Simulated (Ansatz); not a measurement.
BaF$_{2}$ (fluorite)

```yaml
crystal:
  lattice:
    - [0.00000, 3.12321, 3.12321]
    - [3.12321, 0.00000, 3.12321]
    - [3.12321, 3.12321, 0.00000]
  atoms:
    - { symbol: Ba, position: [0.00000, 0.00000, 0.00000] }
    - { symbol: F, position: [0.25000, 0.25000, 0.25000] }
    - { symbol: F, position: [0.75000, 0.75000, 0.75000] }
```

In this cell atom 3 (F, nearest neighbour Ba at 2.705 Å; its periodic images, 4.4 Å or more away, move with it) is moved by u·(0.707, 0.707, 0.000) + v·(0.000, 0.000, 1.000); the rest is frozen.

These are PBE (plane waves to 420 eV, PAW, scalar-relativistic; Ansatz, a first-principles code) values and carry that method's errors. k mesh 7×7×7 (Γ-centred), Fermi-Dirac smearing 0.05 eV. The energy includes the smearing's −TS. Points where atoms come too close for the PAW data are left out (x in tables, blank in figures). BaF2 was relaxed with its symmetry unable to fall.

Changes of ΔE (meV/cell) from the point u = 0.000 Å, v = 0.000 Å when one coordinate moves alone (two changes are said to add if the coupling is within 5 % of the smaller one, nearly so within 20 %):

| point | change |
|---|---|
| u = 0.000 Å, v = -0.890 Å | 1211.4 |
| u = 0.000 Å, v = -0.593 Å | 491.2 |
| u = 0.000 Å, v = -0.297 Å | 115.9 |
| u = -0.890 Å, v = 0.000 Å | 1430.2 |
| u = -0.593 Å, v = 0.000 Å | 541.2 |
| u = -0.297 Å, v = 0.000 Å | 119.1 |
| u = 0.297 Å, v = 0.000 Å | 119.1 |
| u = 0.593 Å, v = 0.000 Å | 541.2 |
| u = 0.890 Å, v = 0.000 Å | 1430.2 |
| u = 0.000 Å, v = 0.297 Å | 115.9 |
| u = 0.000 Å, v = 0.593 Å | 491.2 |
| u = 0.000 Å, v = 0.890 Å | 1211.4 |

Do the two effects add at u = -0.297 Å, v = -0.593 Å? Give the computed change.

The sum of the single changes is 119.1 + (491.2) = 610.3; the calculation gives 487.1, so the coupling contributes -123.2 (over 20 % of the smaller single change, not additive).

Do the two effects add at u = 0.593 Å, v = -0.593 Å? Give the computed change.

The sum of the single changes is 541.2 + (491.2) = 1032.4; the calculation gives 509.1, so the coupling contributes -523.3 (over 20 % of the smaller single change, not additive).

Do the two effects add at u = -0.890 Å, v = -0.890 Å? Give the computed change.

The sum of the single changes is 1430.2 + (1211.4) = 2641.6; the calculation gives 849.3, so the coupling contributes -1792.3 (over 20 % of the smaller single change, not additive).

(For displaced atoms, the force is minus the slope of the energy, and its curvature is a force constant, which sets phonon frequencies.)
